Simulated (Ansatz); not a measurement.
**CoO: further runs on the relaxed cell**

This session takes CoO and sets out to fit an equation of state.

Computed with Ansatz 0.2.0 (DFT PBEsol, scalar-relativistic, plane waves, PAW, unless a step's input says otherwise).

2 further runs of the same task are left out: 2 set aside as unsound or not needed.

### Step 1. The starting structure

Symmetry: R-3m, No. 166, trigonal system. Conventional cell: a = 3.056 Å, b = 3.056 Å, c = 6.644 Å, α = 90.00°, β = 90.00°, γ = 120.00°. Co (site symmetry -3m) has 6 O at 2.08 Å as nearest neighbours. Around O (site symmetry -3m) lie 6 Co at 2.08 Å.

As a file:

```xyz
2
Lattice="1.5281 0.8822 2.2147 -1.5281 0.8822 2.2147 0.0000 -1.7644 2.2147" Properties=species:S:1:pos:R:3 pbc="T T T"
Co    0.0000    0.0000    0.0000
O     0.0000    0.0000    3.3221
```

It goes back to an entry of the Materials Project, which need not be the stable form.

This cell was relaxed beforehand with the same method: volume 8.96 Å³/atom, gap on the mesh none (metal), site moments up to 2.3 μB.

### Step 2. Point at V/V0 = 0.97

input.yaml reads:

```yaml
crystal:
  lattice:
    - [1.51262178, 0.8733125919, 2.1923647176]
    - [-1.51262178, 0.8733125919, 2.1923647176]
    - [0.0, -1.7466251838, 2.1923647176]
  atoms:
    - { symbol: Co, position: [0.0, 0.0, 0.0], spin: 2.55 }
    - { symbol: O, position: [0.5, 0.5, 0.5], spin: 0.32 }
basis:
  ecutwfc: 420
kpoints:
  mp_grid: { grid: [18, 18, 18] }
hamiltonian:
  xc: pbesol
scf:
  occupations: { method: gaussian, width: 0.1 }
output:
  forces: true
  stress: true
  eigenvalues: true
  populations: true
magnetization:
  spin_polarized: true
relax:
  adjacent_minimum: "off"
  f_tol: 0.01
  max_steps: 30
  cell: { stress_tol: 0.1, fix: [volume] }
```

The run is started by

```bash
> ansatz run input.yaml --threads 1 --pin off --max-ram 2560MiB --backend cpu --events-out ev --progress --plain --runs-dir out
```

### Step 3. The cell scaled to 1.03 of its volume

input.yaml, as its differences from that of step 2:

```diff
@@ -2,5 +2,5 @@
   lattice:
-    - [1.51262178, 0.8733125919, 2.1923647176]
-    - [-1.51262178, 0.8733125919, 2.1923647176]
-    - [0.0, -1.7466251838, 2.1923647176]
+    - [1.5431880311, 0.8909600251, 2.2366668499]
+    - [-1.5431880311, 0.8909600251, 2.2366668499]
+    - [0.0, -1.7819200503, 2.2366668499]
   atoms:
```

### Step 4. The cell scaled to 0.94 of its volume

input.yaml, as its differences from that of step 3:

```diff
@@ -2,5 +2,5 @@
   lattice:
-    - [1.5431880311, 0.8909600251, 2.2366668499]
-    - [-1.5431880311, 0.8909600251, 2.2366668499]
-    - [0.0, -1.7819200503, 2.2366668499]
+    - [1.5031898985, 0.8678670925, 2.1513046959]
+    - [-1.5031898985, 0.8678670925, 2.1513046959]
+    - [0.0, -1.7357341851, 2.1513046959]
   atoms:
```

### Step 5. Point at V/V0 = 1.06

input.yaml, as its differences from that of step 4:

```diff
@@ -2,5 +2,5 @@
   lattice:
-    - [1.5031898985, 0.8678670925, 2.1513046959]
-    - [-1.5031898985, 0.8678670925, 2.1513046959]
-    - [0.0, -1.7357341851, 2.1513046959]
+    - [1.5507090567, 0.8953022913, 2.2795387935]
+    - [-1.5507090567, 0.8953022913, 2.2795387935]
+    - [0.0, -1.7906045826, 2.2795387935]
   atoms:
```

### Step 6. The cell scaled to 0.91 of its volume

input.yaml, as its differences from that of step 5:

```diff
@@ -2,5 +2,5 @@
   lattice:
-    - [1.5507090567, 0.8953022913, 2.2795387935]
-    - [-1.5507090567, 0.8953022913, 2.2795387935]
-    - [0.0, -1.7906045826, 2.2795387935]
+    - [1.4939327161, 0.8625224558, 2.1085363137]
+    - [-1.4939327161, 0.8625224558, 2.1085363137]
+    - [0.0, -1.7250449116, 2.1085363137]
   atoms:
```

### Step 7. Volume × 1.10

input.yaml, as its differences from that of step 6:

```diff
@@ -2,5 +2,5 @@
   lattice:
-    - [1.4939327161, 0.8625224558, 2.1085363137]
-    - [-1.4939327161, 0.8625224558, 2.1085363137]
-    - [0.0, -1.7250449116, 2.1085363137]
+    - [1.5617184497, 0.9016585673, 2.3323244877]
+    - [-1.5617184497, 0.9016585673, 2.3323244877]
+    - [0.0, -1.8033171347, 2.3323244877]
   atoms:
```

### Step 8. Point at V/V0 = 0.88

input.yaml, as its differences from that of step 7:

```diff
@@ -2,5 +2,5 @@
   lattice:
-    - [1.5617184497, 0.9016585673, 2.3323244877]
-    - [-1.5617184497, 0.9016585673, 2.3323244877]
-    - [0.0, -1.8033171347, 2.3323244877]
+    - [1.483956534, 0.8567627044, 2.066531741]
+    - [-1.483956534, 0.8567627044, 2.066531741]
+    - [0.0, -1.7135254088, 2.066531741]
   atoms:
```

(Steps that only read results are left out.)

Q: Predict the outcome of this session. Wanted: equilibrium volume of the fit; bulk modulus.

As calculated:

```
                     quantity         value
equilibrium volume of the fit  8.95 Å³/atom
                 bulk modulus       167 GPa
      its pressure derivative           3.5
```

In words: The fit puts the minimum at 8.95 Å³/atom with B = 167 GPa and B' = 3.5. With one magnetic atom in the cell only ferromagnetic order fits, and no U was applied, so an antiferromagnetic state was not tested. Without a U such compounds often come out metallic though many are antiferromagnetic insulators.
